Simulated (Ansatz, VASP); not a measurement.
Two plane-wave programs on AlN

```xyz
16
Lattice="0.0000 3.9380 3.9380 3.9380 0.0000 3.9380 3.9380 3.9380 0.0000" Properties=species:S:1:pos:R:3 pbc="T T T"
Al    0.0000    0.0000    0.0000
Al    1.9690    1.9690    0.0000
Al    1.9690    0.0000    1.9690
Al    3.9380    1.9690    1.9690
Al    0.0000    1.9690    1.9690
Al    1.9690    3.9380    1.9690
Al    1.9690    1.9690    3.9380
Al    3.9380    3.9380    3.9380
N     1.9690    1.9690    1.9690
N     3.9380    3.9380    1.9690
N     3.9380    1.9690    3.9380
N     5.9070    3.9380    3.9380
N     1.9690    3.9380    3.9380
N     3.9380    5.9070    3.9380
N     3.9380    3.9380    5.9070
N     5.9070    5.9070    5.9070
```

Alike in both runs: task electric field gradients; functional PBE; k mesh 4 × 4 × 4; no spin polarisation.

|  | VASP | Ansatz |
| --- | --- | --- |
| version | VASP 6.6.1 | Ansatz 0.2.0 |
| potentials or method | VASP PAW PBE potentials, release 64 (Al, N) | plane-wave PAW, scalar-relativistic |
| plane-wave cutoff (eV) | 520 | 420 |
| occupations | gaussian, width 0.01 eV | fixed |
| valence electrons in the cell | 64 | 64 |

Ansatz gave:

- gap on the k mesh at the Fermi level (eV): 5.14
- Vzz of the field gradient on the site that differs most (V/Å²): 0.0

**Question.** What did VASP give for the same quantities?

**Answer.** gap on the k mesh at the Fermi level (eV): 5.16; Vzz of the field gradient on the site that differs most (V/Å²): 0.0.

 Expect the measured gap to be larger: semilocal functionals such as PBE lack the derivative discontinuity.
